In zinc-blende aluminium nitride every aluminium atom sits among four nitrogen atoms, and every nitrogen among four aluminium atoms. When the crystal is scaled evenly the angles stay as they are, so a single bond length describes each state. The table follows this crystal from strong compression to moderate stretching. Energy $E$ is counted from the lowest point of a smooth curve through the calculated values, and pressure $P$ is what must be applied from outside to hold the volume $V$; a negative pressure is a pull.

Zinc-blende AlN at evenly scaled volumes, calculated with DFTK 0.8.2 using plane-wave DFT, the PBE functional and dojo.nc.sr.pbe.v0_4_1.standard pseudopotentials. All runs use a 10×10×10 k mesh, a cutoff of 1142.88 eV and Fermi–Dirac smearing of 0.05 eV, without spin polarisation. Energies are counted from the minimum of the fitted curve.

```tsv
volume (Å³/atom)	energy (meV/atom)	pressure (GPa)
9.79	48.00	19.150
10.00	26.64	13.780
10.21	11.92	8.910
10.42	3.24	4.490
10.63	0.04	0.480
10.83	1.81	-3.160
11.04	8.10	-6.470
```

*Is the crystal at rest at 10.42 Å³ per atom?* No. Holding it there takes 4.49 GPa, so if released it would expand. The pressure changes sign between 10.63 and 10.83, where the energy also has its minimum. To get there from 10.42 each bond has to lengthen by only about 0.7 %.

*Why does the energy rise so much faster than the pressure on going from 10.42 to 9.79?* The pressure grows about fourfold, the energy about fifteenfold. Energy is the work stored on the way from the resting volume, that is, pressure acting over a change of volume. Further compression raises both the pressure and the distance over which it has acted, so the energy grows roughly as the square of the displacement. For the same reason a small energy is a poor sign that a cell is relaxed: at 10.42 it is only 3.24 meV per atom, while the pressure is already several gigapascals.

*Can the pressure at 10.42 be estimated from the stiffness alone?* The bulk modulus $B=-V\,dP/dV$ tells how much pressure a given relative change of volume costs. Its value at the minimum is 192.9 GPa, and the resting volume is 2.26 % larger than the volume of this row. Relative to the resting volume the compression is therefore $0.0226/1.0226=0.0221$, which gives

$$P\approx 192.9\ \text{GPa}\times 0.0221\approx 4.26\ \text{GPa}.$$

This is about 5 % below the tabulated pressure, although the modulus comes from a fit to energies that include this very row. A small part of the gap comes from the linear step: a constant modulus, integrated according to its definition, gives $192.9\ \text{GPa}\times\ln 1.0226\approx 4.31$ GPa. The larger part remains because the modulus is not constant: the crystal becomes stiffer on the way in.

*Which costs more, squeezing the crystal or stretching it by the same amount?* Squeezing does. The volumes are equally spaced, yet the pressure falls by 5.37 GPa over the first step, from 9.79 to 10.00, and by only 3.31 GPa over the last, from 10.83 to 11.04. The steps in between shrink in order. Near the minimum the difference is still mild: a compression of 3 % costs about a tenth more energy than an expansion of 3 %.

*Does this stiffening come from geometry, or does the bond itself harden?* Volume goes as the cube of the bond length, so even a spring of constant strength gives a curve that is lopsided when drawn against volume. To see how lopsided, let the energy be quadratic in some power $n$ of the volume, with $V_0$ the resting volume and $A$ a constant:

$$E=A\left[(V/V_0)^n-1\right]^2 .$$

Differentiating once gives the pressure, and differentiating again gives the modulus. The rate at which the modulus rises with pressure, taken at the minimum, is then

$$B'=\frac{dB}{dP}=2-3n .$$

A constant spring in the bond length means $n=1/3$ and hence $B'=1$. The calculated curve has $B'=3.92$, so geometry accounts for only about a quarter of the rise of the modulus with pressure. The effective spring between neighbours must itself harden as they approach.

Theory supplies the usual reason. When the electron clouds of neighbouring atoms are pushed into each other, the Pauli principle drives up the kinetic energy of the electrons, and this repulsion climbs steeply with decreasing distance. In the ionic picture the Coulomb attraction between the ions varies more gently with distance than this overlap repulsion. The split is not one into kinetic and potential energy: for all the electrons, the virial theorem leads one to expect each of these to change by about $3PV$, a few electronvolts per atom in the most compressed row, and to cancel almost completely. In the ionic picture, then, compression meets a wall that grows steeper, while stretching moves away from it. The table holds total energies and pressures but not their separate parts, so this division into repulsion and attraction is an argument and not a result read from the rows.

*Is there a simple form that gets the stiffening right?* The choice $n=-2/3$ gives $B'=4$, close to the calculated slope; it is the second-order Birch–Murnaghan equation, in which the energy is quadratic in the Eulerian strain. This form and the constant spring were each fitted to all seven energies with two adjustable constants, and then used to predict the pressures, which had no part in these fits. At 9.79 the spring pushes back too weakly, by about 1.1 GPa, and at 11.04 it pulls back too strongly, by about 0.6 GPa. The strain form stays within 0.05 GPa of every tabulated pressure, as the output below shows. That makes it a good description over this range of volumes, but its success does not identify the repulsion as the cause.

*If aluminium were replaced by gallium, could the new modulus be read off this curve at the longer bond length?* It could not. Within this one crystal the stiffness falls very steeply, roughly as the inverse eleventh or twelfth power of the bond length, but every row describes the same kind of bond, squeezed or pulled away from its natural length. A gallium–nitrogen bond is longer at rest, with its own balance of attraction and repulsion. What should carry over is the shape of the curve: a crystal held by similar bonds will also resist squeezing more than stretching.

*Which digits can be trusted?* For comparing one row with another, nearly all digits of energy and pressure. The volumes are the coarse column: they are rounded to 0.01 Å³, so one of the equal steps reads 0.20 and the others 0.21, and rounding 10.62562 to 10.63 is already worth about 0.08 GPa. Slopes should be taken from the unrounded volumes. The pressures are rounded to 0.01 GPa, so the zero at the end of each carries no information, and they agree with the slope of the fitted energy curve to about the same amount. An error that energy and pressure share, for example from the k mesh, would not show up in this agreement. For a real crystal the limit lies elsewhere. Near the minimum 1 GPa corresponds to about 0.5 % in volume, so an error of 1 % in the resting volume shifts the pressure assigned to a given volume by about 2 GPa. The functional used here, PBE, usually makes lattices slightly too large, and a functional that gives a clearly smaller resting volume is expected to lower the pressures over this range.

Atomic vibrations, which are left out of this static calculation, normally expand the lattice and soften it a little, even at the lowest temperatures. The crystal structure matters as well, since ordinary aluminium nitride is wurtzite and not zinc blende. One can thus take from this calculation a static PBE modulus of roughly 190 GPa for the zinc-blende form and the fact that it rises by about 4 GPa for each gigapascal applied. The decimals of a pressure belong to the calculation, not to the material.

Numerical output:

```
fit of energy on 7 rows: coefficient of (bond - s)**2 16831 +/- 134, s 1.906; rms 0.382, worst 10.21 0.548, leave-one-out rms 0.922
fit of energy on 7 rows: coefficient of ((s/vol)**(2/3) - 1)**2 14415 +/- 3.8, s 10.65; rms 0.0128, worst 10.0 -0.0202, leave-one-out rms 0.0328
Bond length, stiffness and pressure misses (step values belong to the step from the row above):
    row  bond_A  pressure_drop_GPa  step_modulus_GPa  spring_miss_GPa  strain_miss_GPa
   9.79   1.853                n/a               n/a           -1.077          0.04736
   10.0   1.866               5.37             255.1           -0.335          0.02095
  10.21   1.879               4.87             236.2          0.09428         0.006325
  10.42   1.891               4.42             218.8           0.2504         0.001875
  10.63   1.904               4.01             202.5           0.1632          0.00187
  10.83   1.916               3.64             187.5          -0.1364         0.005703
  11.04   1.928               3.31             173.8          -0.6171          0.01725
Bond length at the fitted minimum, angstrom: 1.906
Bond lengthening from given cell to fitted minimum, percent: 0.747
Pressure of given cell from constant modulus times relative compression, GPa: 4.26
Volume change for 1 GPa near the minimum, percent: 0.5183
Step modulus, most compressed over most stretched step: 1.468
Power of bond length with which the step modulus falls: 11.5
Cost of 3 percent volume compression, strain model, meV/atom: 6.066
Cost of 3 percent volume expansion, strain model, meV/atom: 5.489
Modulus from constant bond spring, GPa: 204.2
Modulus from quadratic Eulerian strain, GPa: 192.7
Rms pressure miss of constant bond spring, GPa: 0.5027
Rms pressure miss of quadratic Eulerian strain, GPa: 0.0209
Largest gap between mean-pressure work and energy step, meV/atom: 0.05092
Largest gap between listed pressure and reported fit curve, GPa: 0.0104
```
